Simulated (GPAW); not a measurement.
Runs of GPAW 26.7.0 on SnO2. It takes space group R-3m (No. 166, trigonal). The conventional cell has a = 3.234 Å, b = 3.234 Å, c = 14.402 Å, α = 90.00°, β = 90.00°, γ = 120.00°. Sn (site symmetry -3m) is surrounded by 6 O at 2.13 Å. O (site symmetry 3m) has 3 Sn at 2.13 Å as nearest neighbours. Measurements of this composition are mostly on another form, of space group No. 136.

```csv
task,level,potentials or basis,k mesh,cutoff (eV),smearing,band path,band points,response ecut,response k mesh,response bands,mesh quality,gap on the mesh (eV),pressure (GPa),largest force (eV/Å)
band structure,LDA,"the program's PAW data sets (release 1.2.1) made for this functional, pw",6 × 6 × 6,800,fermi-dirac 0.05 eV,"GLB1,BZGX,QFP1Z,LP",60,-,-,-,not flagged,1.79,-10.6,(a)
dielectric tensor,LDA,"the program's PAW data sets (release 1.2.1) made for this functional, pw",8 × 8 × 8,600,fermi-dirac 0.001 eV,-,-,80 eV,17 × 17 × 17,43,not flagged,1.79,-,-
band structure,r2SCAN,"GPAW PAW data sets (gpaw-data 1.2.1), pw",6 × 6 × 6,800,fermi-dirac 0.05 eV,"GLB1,BZGX,QFP1Z,LP",60,-,-,-,not flagged,(b),-8.0,0.70
band structure,PBEsol,"PAW data sets generated in the run's folder for this functional, pw",6 × 6 × 6,800,fermi-dirac 0.05 eV,"GLB1,BZGX,QFP1Z,LP",60,-,-,-,not flagged,1.88,-6.2,(c)
```

Alike in all rows: no spin polarisation; cell as given.

Problem. Fill in the values left out.

Solution. (a) 0.79; (b) 2.47; (c) 0.48.

Caveats: spin-orbit coupling is left out, which moves the levels of the heavy elements; the long-wavelength limit can be off by a per cent or two (some runs); an odd mesh through Γ misses points on the zone boundary, where band edges often lie (some runs); the PAW data sets were made with another functional, which shifts forces and pressure a little (some runs).

A k mesh can miss the band edges, and the runs leave out spin-orbit coupling on Sn.

Not every run made on this cell is shown here.
